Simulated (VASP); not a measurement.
**Si: single point with PBE**

Crystal: Si.

```xyz
16
Lattice="0.0000 5.6890 5.6890 5.6890 0.0000 5.6890 5.6890 5.6890 0.0000" Properties=species:S:1:pos:R:3 pbc="T T T"
Si   -0.0851   -0.9389    0.2472
Si    1.1772    1.4122    0.6879
Si    3.2269    2.0829   -0.3557
Si    4.0354    3.5698    1.2326
Si    1.6469    0.8103    3.3577
Si    4.7649    0.8138    4.5328
Si    5.5736    2.3570    2.6989
Si    7.1656    3.8186    4.1492
Si    0.2008    2.8115    2.7564
Si    0.7625    4.5998    3.6711
Si    2.9965    5.3068    2.9044
Si    4.6621    6.7281    3.4763
Si    2.8803    4.5912    5.3036
Si    3.9747    4.8685    8.0721
Si    5.2048    5.6496    6.3053
Si    7.4831    6.6887    7.2333
```

The cell was built by a generator and needn't be a form met in nature.

```
Program                : VASP 6.6.1
Task                   : single point
Functional             : PBE
Potentials or basis    : VASP PAW PBE potentials, release 64 (Si)
Cutoff                 : 520 eV
k mesh                 : 2 × 2 × 2
Occupations            : fermi-dirac, width 0.36 eV
Spin                   : no spin polarisation
Dipole correction      : no
Further INCAR settings : LREAL = Auto; ALGO = Fast; EDIFF = 1e-06; NBANDS = 46
```

| Item | Value |
| --- | --- |
| Pressure | -3.6 GPa |
| Largest force | 3.608 eV/Å |
| Band gap on the k mesh | none (metal or under the smearing width) |

Forces on the atoms (eV/Å):
```
Si   2.028  1.615 -0.702
Si  -0.576 -0.624  0.675
Si  -0.275 -0.219 -0.945
Si  -0.783 -0.519  2.009
Si  -0.046 -0.779 -0.249
Si   0.061  0.016 -0.878
Si   1.002 -0.140  0.512
Si   0.057 -0.027 -0.508
Si  -0.689 -2.372 -2.542
Si   0.408  3.187  1.640
Si   0.028 -1.813 -0.369
Si   0.499  0.355  1.590
Si  -0.205  0.343  0.373
Si  -0.476 -0.376  1.054
Si   0.693  0.488 -0.925
Si  -1.726  0.865 -0.736
```

Stress tensor (GPa, compression positive):
```
-4.77  3.43 -0.22
 3.43 -1.84 -0.42
-0.22 -0.42 -4.25
```

Levels at points of the mesh, in eV from the Fermi level:
```csv
k point,band 29,band 30,band 31,band 32,band 33,band 34,band 35,band 36
"(0.00, 0.00, 0.00)",-0.71,-0.41,-0.35,-0.14,0.04,0.16,0.23,0.46
"(0.50, 0.00, 0.00)",-0.94,-0.74,-0.44,-0.15,-0.01,0.25,0.54,0.67
"(0.00, 0.50, 0.00)",-0.82,-0.47,-0.37,-0.21,-0.02,0.13,0.38,0.76
"(0.00, 0.00, 0.50)",-0.83,-0.45,-0.18,-0.10,-0.02,0.21,0.61,0.87
"(0.50, 0.50, 0.50)",-0.68,-0.37,-0.22,0.05,0.15,0.29,0.58,0.89
"(0.50, 0.50, 0.00)",-0.72,-0.54,-0.24,-0.09,0.31,0.51,0.84,0.93
"(0.00, 0.50, 0.50)",-0.79,-0.44,-0.34,-0.04,0.20,0.33,0.74,1.06
"(0.50, 0.00, 0.50)",-0.62,-0.55,-0.23,-0.10,0.11,0.21,0.62,0.96
```

It took 98 s on 1 thread of Intel(R) Xeon(R) 6975P-C (Granite Rapids), with other jobs on the host, peak memory 0.47 GiB.

Caveat: the k mesh is coarse (spacing up to 0.48 Å⁻¹), so the values aren't converged; forces of over 1 eV/Å show positions far from the minimum, so gaps and moduli don't describe the material at rest.
